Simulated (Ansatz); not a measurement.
What a change of settings does to a run on Cu₃N

The cell is COD entry 1536894, as deposited and not checked against the literature; nothing was relaxed.

First run: DFT, PBE, PAW with Ansatz's default frozen-core files, scalar-relativistic (Ansatz 0.2.0).

Command: `ansatz run input.yaml --threads 1 --pin off --max-ram 3072MiB --backend cpu --events-out ev --progress --plain --runs-dir out` The run took about 32 s on 1 thread of a shared machine.

```yaml
crystal:
  lattice:
    - [3.814, 0.0, 0.0]
    - [0.0, 3.814, 0.0]
    - [0.0, 0.0, 3.814]
  atoms:
    - { symbol: Cu, position: [0.5, 0.0, 0.0] }
    - { symbol: Cu, position: [0.0, 0.5, 0.0] }
    - { symbol: Cu, position: [0.0, 0.0, 0.5] }
    - { symbol: "N", position: [0.0, 0.0, 0.0] }
kpoints:
  mp_grid: { grid: [10, 10, 10] }
  band_path:
    path:
      - [0.0, 0.0, 0.0]
      - [0.0, 0.5, 0.0]
      - [0.5, 0.5, 0.0]
      - [0.0, 0.0, 0.0]
      - [0.5, 0.5, 0.5]
      - [0.0, 0.5, 0.0]
      - [0.5, 0.5, 0.5]
      - [0.5, 0.5, 0.0]
    npoints: 14
scf:
  occupations: { method: fermi_dirac, width: 0.08 }
hamiltonian:
  xc: pbe
  pseudopotentials: { kind: paw }
output:
  forces: true
  stress: true
  eigenvalues: true
  efg: { contact_densities: true }
  populations: true
  bader: true
  dos: { projected: true, de: 0.2, e_range: [-14, 8] }
  write_density: true
  write_potential: true
  elf: true
  volumetric_format: npy
```

Result: converged; pressure 1.20 GPa; gap on the k mesh 0.19 eV; 8 SCF iterations.

The input is then changed:

```diff
@@ -23,5 +23,5 @@
     npoints: 14
 scf:
-  occupations: { method: fermi_dirac, width: 0.08 }
+  occupations: { method: tetrahedron_uncorrected }
 hamiltonian:
   xc: pbe
@@ -33,9 +33,3 @@
   efg: { contact_densities: true }
   populations: true
-  bader: true
-  dos: { projected: true, de: 0.2, e_range: [-14, 8] }
-  write_density: true
-  write_potential: true
-  elf: true
-  volumetric_format: npy
```

**Question.** What does the second run give?

**Answer.** It converged; energy at zero smearing -0.1 meV/atom from the first run; pressure 1.25 GPa; gap on the k mesh 0.19 eV; 8 SCF iterations.

The results part of its log:

```
SCF 1 converged in 8 iterations: F = -20258.332601 eV  dr2 = 6.75e-9
  greatest PAW one-centre occupation: 1.000 electrons in one spin orbital (limit 2), on the Cu atom at site 1 (counted from 0), in its partial waves of l = 0
NSCF: frozen V_eff on 99 k-points
SCF converged after 8 iterations
Free energy (F): -20258.332601 eV
Harris-Foulkes:  -20258.332601 eV  (|F-HF|=9.74e-9)
Internal energy: -20258.332601 eV  (E = F + TS)
E sigma→0 (E₀):  -20258.332601 eV
Fermi energy:    11.178303 eV
--- Per-component energies (eV) ---
  E_band       = -1389.604811
  E_kinetic    = 1027.811078
  E_local      = -15450.771677  (includes V_loc(G=0)·N_el)
  E_nonlocal   = 1225.963702
  E_hartree    = 6806.965584
  E_xc         = -325.207440
  E_vxc        = -418.351200  (∫ρ·V_xc dr)
  E_paw        = -5123.514366  (= ΣΔE_a)
  E_vpaw       = -1388.186212  (= ΣTr[D̂ρ^β])
  E_aug_tail   = 0.000942  (compensation charges beyond the density's cutoff)
  E_ewald      = -8419.580422
  E_smearing   = -0.000000  (= −TS)
  E_closure    = -0.000000  (closes the sum)
  Σ components = -20258.332601   (vs F -20258.332601, Δ=0.00e0)
--- Forces (eV/Å), atoms counted from 1 ---
  atom   1  Cu    -0.00000000    -0.00000000     0.00000000
  atom   2  Cu     0.00000000     0.00000000     0.00000000
  atom   3  Cu     0.00000000    -0.00000000     0.00000000
  atom   4  N     -0.00000000     0.00000000     0.00000000
  max |Σ_I F_I| component: 9.78e-29 eV/Å
--- Stress (GPa, compression-positive) ---
        1.249578       0.000000       0.000000
        0.000000       1.249578       0.000000
        0.000000       0.000000       1.249578
  P = ⅓ Tr σ = 1.2496 GPa (12.496 kbar)
--- PAW observables at the nuclei: V_zz in 10²¹ V/m², potentials from the cell's mean, atoms counted from 1 ---
  atom   1  Cu V_zz =    -4.460601   η = 0.0000   by run symmetry: allowed
            electrostatic potential = -3756.340193 V   contact ρ = 147557.011912 e/Å³
  atom   2  Cu V_zz =    -4.460601   η = 0.0000   by run symmetry: allowed
            electrostatic potential = -3756.340193 V   contact ρ = 147557.011912 e/Å³
  atom   3  Cu V_zz =    -4.460601   η = 0.0000   by run symmetry: allowed
            electrostatic potential = -3756.340193 V   contact ρ = 147557.011912 e/Å³
  atom   4  N  V_zz =    +0.000000   η = 0.0000   by run symmetry: forbidden
            electrostatic potential = -514.853277 V   contact ρ = 1412.607284 e/Å³
--- Band table (eV; the first three rows and the last of 56) ---
  k-point 0: bands = ["-101.3938", "-101.3872", "-101.3872", "-58.9746", "-58.9746", "-58.9746", "-58.6804", "-58.6804", "-58.6804", "-58.6768", "-58.6768", "-58.6768", "-5.7045", "5.9114", "6.3683", "6.3683", "6.3683", "7.3179", "7.3179", "7.3179", "7.7343", "7.7343", "8.6498", "8.6498", "8.8491", "8.8491", "8.8491", "9.3712", "9.3712", "9.3712", "9.4212", "12.1763", "16.4332", "16.4332", "17.7455", "17.7455", "17.7455", "23.3566"]
  k-point 1: bands = ["-101.3937", "-101.3874", "-101.3873", "-58.9746", "-58.9746", "-58.9745", "-58.6806", "-58.6804", "-58.6804", "-58.6769", "-58.6769", "-58.6768", "-5.6676", "5.7568", "6.2248", "6.2563", "6.2563", "7.3283", "7.4284", "7.4284", "7.7422", "7.7769", "8.6507", "8.8038", "8.8382", "8.8500", "8.8500", "9.3712", "9.3963", "9.3987", "9.3987", "12.2928", "15.9162", "16.4930", "17.7938", "17.7938", "18.3327", "22.7502"]
  k-point 2: bands = ["-101.3933", "-101.3879", "-101.3873", "-58.9744", "-58.9744", "-58.9742", "-58.6810", "-58.6802", "-58.6802", "-58.6773", "-58.6773", "-58.6769", "-5.5676", "5.0819", "6.0388", "6.0388", "6.3579", "7.3566", "7.6348", "7.6348", "7.7476", "7.8969", "8.6526", "8.8089", "8.8524", "8.8524", "8.9752", "9.3235", "9.3714", "9.4815", "9.4815", "12.5536", "15.1859", "16.6779", "17.9275", "17.9275", "19.3849", "21.5349"]
  k-point 55: bands = ["-101.3895", "-101.3895", "-101.3895", "-59.0110", "-58.9545", "-58.9545", "-58.6955", "-58.6955", "-58.6955", "-58.6634", "-58.6634", "-58.6634", "-4.3977", "3.3921", "3.3921", "3.3921", "7.5823", "8.1864", "8.1864", "8.1864", "8.2179", "8.2179", "8.2179", "9.0418", "9.0418", "9.3340", "9.3340", "9.3340", "11.1783", "11.1783", "11.1783", "11.9663", "11.9663", "11.9663", "17.3251", "19.1557", "19.1557", "19.1557"]
--- Löwdin populations: 4 sites ---
  site symbol       q [e]
     0     Cu     18.4947
     1     Cu     18.4947
     2     Cu     18.4947
     3      N      6.1924
  spilling = 0.005217 (of n_electrons = 62.000000)
```
